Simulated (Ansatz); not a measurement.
# GaAs (F-43m) in Ansatz: relaxation of cell and atoms with PBE+D4

Aim: the relaxation of cell and atoms of GaAs with PBE+D4.

Everything below comes from runs of Ansatz 0.2.0. Logs are shortened: lines on timing, memory, paths and dates and some standing lists are left out, and cuts for length are marked.

### Step 1. Starting point

It takes space group F-43m (No. 216, cubic). The conventional cell has a = 5.654 Å, b = 5.654 Å, c = 5.654 Å, α = 90.00°, β = 90.00°, γ = 90.00°. As (site symmetry -43m) has 4 Ga at 2.45 Å as nearest neighbours. Ga (site symmetry -43m) has 4 As at 2.45 Å as nearest neighbours.

### Step 2. Relaxation of cell and atoms, PBE+D4

The input, input.yaml:

```yaml
crystal:
  lattice:
    - [0.0, 2.82685, 2.82685]
    - [2.82685, 0.0, 2.82685]
    - [2.82685, 2.82685, 0.0]
  atoms:
    - { symbol: As, position: [0.75, 0.75, 0.75] }
    - { symbol: Ga, position: [0.0, 0.0, 0.0] }
hamiltonian:
  xc: pbe
  pseudopotentials: { kind: paw }
  dispersion: d4
kpoints:
  mp_grid: { grid: [8, 8, 8] }
scf:
  occupations: { method: fermi_dirac, width: 0.05 }
output:
  forces: true
  stress: true
relax:
  f_tol: 0.01
  max_steps: 40
  cell: { stress_tol: 0.05 }
```

Potentials or basis: Ansatz PAW.

Launch:

```bash
$ ansatz run input.yaml --threads 2 --pin off --max-ram 5632MiB --backend cpu --events-out ev --progress --plain --runs-dir out
```

The log of the run:

```text
Warning: RAYON_NUM_THREADS=2 ignored (pool sized by the plan → 2); use --threads N
Engine: ansatz 0.2.0, x86_64-unknown-linux-gnu
Pseudopotentials: kind: paw
Pseudopotential: As, paw, valence charge 15, recommended cutoff 420 eV (normal), As.paw.azcp
Pseudopotential: Ga, paw, valence charge 13, recommended cutoff 420 eV (normal), Ga.paw.azcp
Functional definition: PBE
  parameter kappa = 0.804
  parameter beta = 0.06672455060314922
  exchange = pbe_x(kappa = kappa, mu = beta*pi^2/3)
  correlation = pbe_c(beta = beta)
Crystal: 2 atoms, lattice volume = 45.179 Å³
Basis set: ecut = 420 eV, 893 PW (Γ), exchange–correlation on 54×54×54 points (8 copies of the dense FFT grid, shifted against one another)
Bands: 18, of which v1, the nominal top of the filled ones, is band 14 counted from 1 (13 counted from 0)
Symmetry: 24 space group operations
Space group: F-43m (ITA 216), of the structure as read, at distance tolerance 3.6e-5 Å
k-points: 29 of 512 (time reversal used)
Non-local potential: As, projectors of the file, l = 0: 2, l = 1: 2, l = 2: 3, l = 3: 1
Non-local potential: Ga, projectors of the file, l = 0: 2, l = 1: 2, l = 2: 3, l = 3: 1
PAW form: soft (Blöchl's): semilocal exchange-correlation on the pseudo side does not see the compensation charge
PAW one-centre angular grid: As, 590 points (default); XC on 64 Gauss nodes
PAW one-centre angular grid: Ga, 590 points (default); XC on 64 Gauss nodes
Initial density: superposition of atomic densities (neutral atoms: chi_scale 0, normalization atom), corrected by the library's trained network
Initial wavefunctions: pseudopotential atomic-orbital guess
Functional: x = pbe(κ = 0.804, μ = 0.2195149727645171), c = pbe(β = 0.06672455060314922)
SCF iter   1: F=—  HF=-8640.674806 eV  |F-HF|=—  |Δ(HF+E_count)|=         —  Δρ=1.75e-3  dr2=2.36e-3  ethr=1.77e-3  ⟨swp⟩=5.9  Hψ=2529  notcnv=0
preconditioner: auto → none  [insulator: Δε(μ)=0.507 eV  Ē_g=15.490 eV  σ=0.050 eV  W_gap=0.99  n_scr=14 (ndim 8)  ℏωp=23.4 eV  f_vac=0.086  D(μ)=0.00/eV (n_scr^D=0)  ε∞_Penn≈3.3]
SCF iter   2: F=—  HF=-8640.673777 eV  |F-HF|=—  |Δ(HF+E_count)|=   1.03e-3  Δρ=8.69e-4  dr2=3.17e-4  ethr=8.42e-6  ⟨swp⟩=2.0  Hψ=1039  notcnv=0
SCF iter   3: F=—  HF=-8640.673690 eV  |F-HF|=—  |Δ(HF+E_count)|=   8.70e-5  Δρ=2.67e-4  dr2=3.94e-5  ethr=1.13e-6  ⟨swp⟩=2.0  Hψ=783  notcnv=0
SCF iter   4: F=—  HF=-8640.673706 eV  |F-HF|=—  |Δ(HF+E_count)|=   1.59e-5  Δρ=1.34e-4  dr2=1.12e-5  ethr=1.41e-7  ⟨swp⟩=2.6  Hψ=785  notcnv=0
SCF iter   5: F=—  HF=-8640.673713 eV  |F-HF|=—  |Δ(HF+E_count)|=   6.96e-6  Δρ=3.79e-5  dr2=7.10e-7  ethr=3.99e-8  ⟨swp⟩=2.0  Hψ=638  notcnv=0
SCF iter   6: F=-8640.673714 eV  HF=-8640.673714 eV  |F-HF|=3.15e-10  |Δ(HF+E_count)|=   5.52e-7  Δρ=4.82e-6  dr2=1.84e-8  ethr=3.57e-10  ⟨swp⟩=4.3  Hψ=1876  notcnv=0
SCF 1 converged in 6 iterations: F = -8640.673714 eV  dr2 = 1.84e-8
relax step   1: F+E_penalty+E_count = -8640.67371371 eV  Δ(F+E_penalty+E_count) = +0.000e0 eV  max|allowed force component| = 1.133e-16 eV/Å  Δτ_max = 0.0000 Å  P = +0.264 GPa  Ω = 45.179 Å³  (6 SCF iters, dr2 threshold 1.00e-7 eV, accepted)
Crystal: 2 atoms, lattice volume = 45.319 Å³
Initial density: handed on by an earlier stage of this run
Initial wavefunctions: those handed on with the density
iter 1 solved again at ethr=3.02e-8 eV; its pass at ethr=3.10e-3 eV (dr2=8.47e-6 eV) is discarded
SCF iter   1: F=—  HF=-8640.673820 eV  |F-HF|=—  |Δ(HF+E_count)|=         —  Δρ=1.19e-4  dr2=8.19e-6  ethr=3.02e-8  ⟨swp⟩=2.0  Hψ=2850  notcnv=0
preconditioner: auto → none  [insulator: Δε(μ)=0.493 eV  Ē_g=15.462 eV  σ=0.050 eV  W_gap=0.98  n_scr=14 (ndim 8)  ℏωp=23.4 eV  f_vac=0.077  D(μ)=0.00/eV (n_scr^D=0)  ε∞_Penn≈3.3]
SCF iter   2: F=—  HF=-8640.673818 eV  |F-HF|=—  |Δ(HF+E_count)|=   1.42e-6  Δρ=5.72e-5  dr2=1.53e-6  ethr=2.92e-8  ⟨swp⟩=2.0  Hψ=581  notcnv=0
SCF iter   3: F=-8640.673819 eV  HF=-8640.673819 eV  |F-HF|=8.78e-8  |Δ(HF+E_count)|=   4.98e-7  Δρ=1.17e-5  dr2=9.70e-8  ethr=6.20e-10  ⟨swp⟩=2.9  Hψ=2171  notcnv=0
SCF 2 converged in 3 iterations: F = -8640.673819 eV  dr2 = 9.70e-8
relax step   2: F+E_penalty+E_count = -8640.67381850 eV  Δ(F+E_penalty+E_count) = -1.048e-4 eV  max|allowed force component| = 1.561e-17 eV/Å  Δτ_max = 0.0000 Å  P = +0.045 GPa  Ω = 45.319 Å³  energy of the carried Pulay correction = -2.988e-5 eV  (3 SCF iters, dr2 threshold 1.74e-7 eV, accepted)
Initial wavefunctions: pseudopotential atomic-orbital guess (no wavefunctions were taken with the density)
iter 1 solved again at ethr=2.86e-7 eV; its pass at ethr=3.10e-3 eV (dr2=8.01e-5 eV) is discarded
SCF iter   1: F=—  HF=-8640.673864 eV  |F-HF|=—  |Δ(HF+E_count)|=         —  Δρ=1.13e-5  dr2=9.54e-8  ethr=2.86e-7  ⟨swp⟩=2.8  Hψ=3631  notcnv=0
preconditioner: auto → none  [insulator: Δε(μ)=0.492 eV  Ē_g=15.463 eV  σ=0.050 eV  W_gap=0.98  n_scr=14 (ndim 8)  ℏωp=23.4 eV  f_vac=0.077  D(μ)=0.00/eV (n_scr^D=0)  ε∞_Penn≈3.3]
SCF iter   2: F=—  HF=-8640.673855 eV  |F-HF|=—  |Δ(HF+E_count)|=   9.16e-6  Δρ=6.51e-6  dr2=1.35e-8  ethr=3.41e-10  ⟨swp⟩=2.0  Hψ=929  notcnv=0
SCF iter   3: F=—  HF=-8640.673855 eV  |F-HF|=—  |Δ(HF+E_count)|=   7.29e-9  Δρ=3.04e-6  dr2=3.22e-9  ethr=4.81e-11  ⟨swp⟩=2.7  Hψ=866  notcnv=0
SCF iter   4: F=—  HF=-8640.673855 eV  |F-HF|=—  |Δ(HF+E_count)|=   3.94e-9  Δρ=5.14e-7  dr2=1.18e-10  ethr=1.15e-11  ⟨swp⟩=2.0  Hψ=649  notcnv=0
SCF iter   5: F=-8640.673855 eV  HF=-8640.673855 eV  |F-HF|=5.46e-12  |Δ(HF+E_count)|=  5.46e-11  Δρ=1.12e-7  dr2=5.81e-12  ethr=1.00e-12  ⟨swp⟩=5.6  Hψ=2242  notcnv=0
SCF 3 converged in 5 iterations: F = -8640.673855 eV  dr2 = 5.81e-12
relax step   3: F+E_penalty+E_count = -8640.67385479 eV  Δ(F+E_penalty+E_count) = -3.629e-5 eV  max|allowed force component| = 3.527e-17 eV/Å  Δτ_max = 0.0000 Å  P = +0.045 GPa  Ω = 45.319 Å³  stress off target by 4.53e-2 GPa  SCF on the basis re-selected at this cell (its energy is not comparable with the rows above)  (5 SCF iters)
basis re-selected at this cell: Δ(F+E_penalty+E_count) = -3.629e-5 eV, ΔP = -0.000 GPa vs the last step (what re-selecting the basis moved, of the pressure what is left beyond the Pulay correction that the steps carried, after the strain that the cell walked since its last selection, with what the two solves' SCF thresholds leave and, on support functions, any second-order correction that the steps lacked; it is no measure of the basis error at this ecutwfc). This SCF's stress stands 4.53e-2 GPa from its target on what of the cell is left free (relax.cell.stress_tol is 5.00e-2 GPa) and its largest allowed force component is 3.53e-17 eV/Å (relax.f_tol is 1.00e-2 eV/Å): within both
SCF converged after 5 iterations
Free energy (F): -8640.673855 eV
Harris-Foulkes:  -8640.673855 eV  (|F-HF|=5.46e-12)
Internal energy: -8640.673824 eV  (E = F + TS)
E sigma→0 (E₀):  -8640.673839 eV
Entropy (-TS):   -0.000031 eV (-0.015 meV/atom)
Fermi energy:    8.417435 eV
--- Per-component energies (eV) ---
  E_band       = -312.956270
  E_kinetic    = 219.402753
  E_local      = -3920.010495  (includes V_loc(G=0)·N_el)
  E_nonlocal   = -245.777390
  E_hartree    = 1975.235780
  E_xc         = -148.456425
  E_vxc        = -137.476250  (∫ρ·V_xc dr)
  E_paw        = -3824.282915  (= ΣΔE_a)
  E_vpaw       = -179.566371  (= ΣTr[D̂ρ^β])
  E_aug_tail   = -0.000134  (compensation charges beyond the density's cutoff)
  E_ewald      = -2695.947957
  E_disp       = -0.837039  (pairwise vdW)
  E_smearing   = -0.000031  (= −TS)
  E_closure    = -0.000000  (closes the sum)
  Σ components = -8640.673855   (vs F -8640.673855, Δ=0.00e0)
--- Forces (eV/Å), atoms counted from 1 ---
  atom   1  As     0.00000000    -0.00000000    -0.00000000
  atom   2  Ga    -0.00000000     0.00000000     0.00000000
  max |Σ_I F_I| component: 5.90e-17 eV/Å
--- Stress (GPa, compression-positive) ---
        0.045296       0.000000       0.000000
        0.000000       0.045296       0.000000
        0.000000       0.000000       0.045296
  P = ⅓ Tr σ = 0.0453 GPa (0.453 kbar)
--- Relaxed structure (2 steps of the walk, 2 accepted, 1 SCFs on fresh bases) ---
  F+E_penalty+E_count = -8640.67385479 eV   max|allowed force component| = 3.527e-17 eV/Å   (the final SCF, on the basis selected at the relaxed cell)
  cell:  # Å, volume = 45.3191 Å³
    - [3.630452573438107e-34, 2.8297648039198413, 2.8297648039198413]
    - [2.8297648039198413, 3.617714143355869e-33, 2.8297648039198413]
    - [2.8297648039198413, 2.8297648039198413, 2.4521477908310024e-33]
  atoms:
    - { symbol: As, position: [0.7499999999999999, 0.7499999999999999, 0.7499999999999999] }
    - { symbol: Ga, position: [6.28072472003107e-34, -5.712975592796624e-34, -6.0962062536798745e-34] }
```

It took 9.9 s on 2 threads of Intel Xeon at 2.50GHz (Skylake/Cascade Lake), shared host; peak memory 0.37 GiB.

What came out:

| Property | Result |
| --- | --- |
| Free energy | -8640.6739 eV |
| Relaxed volume | 22.66 Å³/atom |
| Relaxed cell | a = 4.002 Å, b = 4.002 Å, c = 4.002 Å, α = 60.00°, β = 60.00°, γ = 60.00° |
| Space group after relaxing (to 0.05 Å) | F-43m (No. 216) |
| Energy gained by relaxing | 0.1 meV/atom |
| Ionic steps | 3 |
| Pressure after relaxing | 0.0 GPa |
| Band gap on the k mesh | 0.49 eV |

The path:
```csv
step,energy change (eV),largest force (eV/Å),volume (Å³)
1,0.0000,0.0000,45.18
2,-0.0001,0.0000,45.32
3,-0.0001,0.0000,45.32
```

Final structure:
```yaml
crystal:
  lattice:
    - [0.00000, 2.82976, 2.82976]
    - [2.82976, 0.00000, 2.82976]
    - [2.82976, 2.82976, 0.00000]
  atoms:
    - { symbol: As, position: [0.75000, 0.75000, 0.75000] }
    - { symbol: Ga, position: [0.00000, 0.00000, 0.00000] }
```

Caveat: the plane-wave basis is chosen anew once the cell has moved, so the energies of steps on either side of that aren't comparable. Zero-point motion and thermal expansion aren't in these numbers.
